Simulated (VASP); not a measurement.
Here is a VASP 6.6.1 calculation.

Contents of INCAR:

```
SYSTEM = CuI
PREC = Accurate
ENCUT = 600
EDIFF = 1E-7
ISMEAR = 0
SIGMA = 0.03
LREAL = .False.
LASPH = .True.
NELM = 80
ALGO = Normal
ISIF = 2
LWAVE = .False.
LCHARG = .False.
GGA = CA
IBRION = 2
NSW = 40
EDIFFG = -0.01
```

KPOINTS

```
regular mesh
0
Gamma
  8 8 8
  0 0 0
```

File POSCAR:

```
CuI                                     
1.0
    0.0000000000      2.9329735878      2.9329735878
    2.9329735878     -0.0000000000      2.9329735878
    2.9329735878      2.9329735878     -0.0000000000
  Cu              I             
     1     1
Direct
     0.2500000000000000    0.2500000000000000    0.2500000000000000
     0.0000000000000000    0.0000000000000000    1.0000000000000000
```

Potentials or basis: VASP PAW LDA potentials, release 64 (Cu, I).

Launch:

```sh
$ cat potpaw_LDA.64/Cu/POTCAR potpaw_LDA.64/I/POTCAR > POTCAR
$ mpirun -np 1 vasp_std > vasp.out
```

Problem. What does it give for the band gap on the k mesh?

Solution. 1.28 eV, direct.

Final structure:
```
CELL_PARAMETERS angstrom
0.00000 2.93297 2.93297
2.93297 0.00000 2.93297
2.93297 2.93297 0.00000
ATOMIC_POSITIONS crystal
Cu 0.25000 0.25000 0.25000
I 0.00000 0.00000 0.00000
```

Caveat: the relaxation stopped at its first step, so nothing moved; spin-orbit coupling is left out, which moves the levels of the heavy elements. LDA gaps usually lie below the measured ones, often by a third to a half.
